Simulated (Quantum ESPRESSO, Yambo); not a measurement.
An input for Yambo 5.3.0 (MoS2 (2H monolayer)):

```
HF_and_locXC
gw0
dyson
ppa
em1d
rim_cut
rim_w
RandQpts= 3000000
RandGvec= 100 RL
CUTGeo= "slab z"
RandGvecW= 9 RL
EXXRLvcs= 72 Ry
VXCRLvcs= 288 Ry
Chimod= "HARTREE"
% BndsRnXp
 1 | 65 |
%
NGsBlkXp= 7 Ry
% LongDrXp
 1 | 1 | 0 |
%
% GbndRnge
 1 | 65 |
%
DysSolver= "n"
ExtendOut
PPAPntXp= 27.21138 eV
% QPkrange
 1 | 7 | 5 | 18 |
%
GfnQPdb= "E < ./gw8_fix/ndb.QP"
XfnQPdb= "E < ./gw8_fix/ndb.QP"
```

```sh
OMP_NUM_THREADS=2 mpirun -n 4 yambo -F gw9.in -J gw9 -C gw9 > gw9.log
```

The stored states that it reads are on a 6×6×1 mesh. The cell holds 3 atoms: 1 Mo and 2 S. Its edges and angles: a = 3.185 Å, b = 3.185 Å, c = 16.000 Å, α = 90.0°, β = 90.0°, γ = 120.0°. It derives from  ([{'formula': 'MoS2', 'spacegroup': 194, 'source': 'prototype of the bulk crystal'}]). Vacuum lies along c.

**Question.** How long will it take on 4 MPI ranks of Arm Neoverse V2, shared host, and how much memory?

It took 3.1 min; on shared hardware allow 92 s to 6.1 min. Peak host memory was 2.3 GiB.

The screening grows as filled bands × empty bands × pairs of k points, times the square of the screening basis for the matrix.

[Paths, hosts, dates, memory and timing lines, banners, echoed tables and standing remarks are left out of the program output.]

[Logs are printed without paths, hosts, clocks, repeated set-up lines and the standing remarks that a program may print on its own settings, such as how far it seeks lower states.]

[Runs of the session that timed out or met a known fault of the program may be left out.]

[Hosts, paths, dates, database ids (printed as entryN), source tags and the programs' standing remarks are cut or masked in the printed files.]
